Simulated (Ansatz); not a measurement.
# Relaxing Y

Computed with Ansatz, DFT PBE, scalar-relativistic, plane waves, PAW. Cutoff 420 eV, Γ-centred k mesh, Gaussian smearing, no spin polarisation in the final step.

Y was placed on the alpha-gallium structure type (Cmce, No. 64), at a guessed volume.

```yaml
crystal:
  lattice:
    - [2.75192, -4.66400, 0.00000]
    - [2.75192, 4.66400, 0.00000]
    - [0.00000, 0.00000, 5.51117]
  atoms:
    - { symbol: Y, position: [0.15250, 0.84750, 0.07850] }
    - { symbol: Y, position: [0.65250, 0.34750, 0.42150] }
    - { symbol: Y, position: [0.84750, 0.15250, 0.92150] }
    - { symbol: Y, position: [0.34750, 0.65250, 0.57850] }
```

Cell and atoms relax at zero pressure; the relaxation can't lower the symmetry of the start.

Energies count from the standard state of Y at the same level.

Problem. What does it relax into?

Solution. It ends in Fmmm (No. 69). Conventional cell: a = 3.702 Å, b = 5.783 Å, c = 12.474 Å. Y is coordinated by 7 Y at 3.35–3.44 Å, 2 Y at 3.70 Å and 2 Y at 4.02 Å.

```xyz
2
Lattice="0.0000 2.8914 6.2370 1.8509 0.0000 6.2370 1.8509 2.8914 0.0000" Properties=species:S:1:pos:R:3 pbc="T T T"
Y     1.8509    2.8914    1.7200
Y     1.8509    2.8914   10.7540
```

Problem. What are its volume, energy, density and gap?

Solution. The volume per atom is 33.38 Å³ and the density is 4.42 g/cm³. The energy over the standard structure is 0.20 eV/atom and the gap on the 10×10×12 mesh is 0 eV (a metal).

The final run used a 10×10×12 mesh on its 4-atom cell and 0.10 eV smearing. The k mesh leaves about 4 meV/atom of noise in metals. A structure relaxed within its symmetry needn't be a true minimum.